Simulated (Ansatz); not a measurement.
# B (alpha)

Level of theory: DFT, PBE, scalar-relativistic, no spin polarisation; plane waves to 420 eV with PAW datasets (Ansatz 0.2.0), 8×8×8 k-mesh, Gaussian smearing of 0.05 eV; PAW files: Ansatz's generated set soft_2.

```
B
1.0
     2.44940    1.41416    4.18195
    -2.44940    1.41416    4.18195
     0.00000   -2.82832    4.18195
B
12
Cartesian
  -1.5769 0.9104 2.8213
  0.0000 -1.8208 2.8213
  1.5769 0.9104 2.8213
  1.5769 -0.9104 9.7246
  0.0000 1.8208 9.7246
  -1.5769 -0.9104 9.7246
  -1.0032 0.5792 4.4859
  0.0000 -1.1584 4.4859
  1.0032 0.5792 4.4859
  1.0032 -0.5792 8.0600
  0.0000 1.1584 8.0600
  -1.0032 -0.5792 8.0600
```

Cell and atoms are those of this level's equilibrium.

Path: Γ–T–H2 | H0–L–Γ–S0 | S2–F–Γ, with Γ = (0.000, 0.000, 0.000), T = (0.500, 0.500, 0.500), H2 = (0.757, 0.243, 0.500), H0 = (0.500, -0.243, 0.243), L = (0.500, 0.000, 0.000), S0 = (0.371, -0.371, 0.000), S2 = (0.629, 0.000, 0.371), F = (0.500, 0.000, 0.500) in reciprocal vectors of the calculation's cell.

Levels between -3 and 5 eV from the Fermi level at the path's named points:
```tsv
point	below E_F (eV)	above E_F (eV)
Γ	-2.11 -1.57 -1.57 -1.09	0.77 3.80 3.80 3.99 3.99
T	-2.61 -2.61 -0.73	1.89 2.05 2.05 4.18 4.18 4.76
H2 and H0	-2.65 -2.49	0.98 1.93 2.36 3.11 4.16 4.31
L	-2.66 -2.43 -1.33	1.21 2.47 2.91 4.14 4.24 4.80
S0 and S2	-2.73 -2.43	1.12 1.47 2.41 3.11 4.03 4.38
F	-2.84 -2.65	0.74 1.95 2.10 2.78 4.62 4.79 4.91
```

**Question.** By these bands, is it a metal or an insulator, and if it has a gap, where are the band edges on this path?

**Answer.** An insulator with a gap of 1.47 eV on the path, the valence band topping at T and the conduction band bottoming at F; the smallest direct gap is 1.84 eV.

Within 0.6 eV of the edges the projected states are 99 % B 2p at the top of the valence band and 82 % B 2p at the bottom of the conduction band. 

Kohn–Sham gaps of semilocal functionals lie under measured ones, often by a third or more.
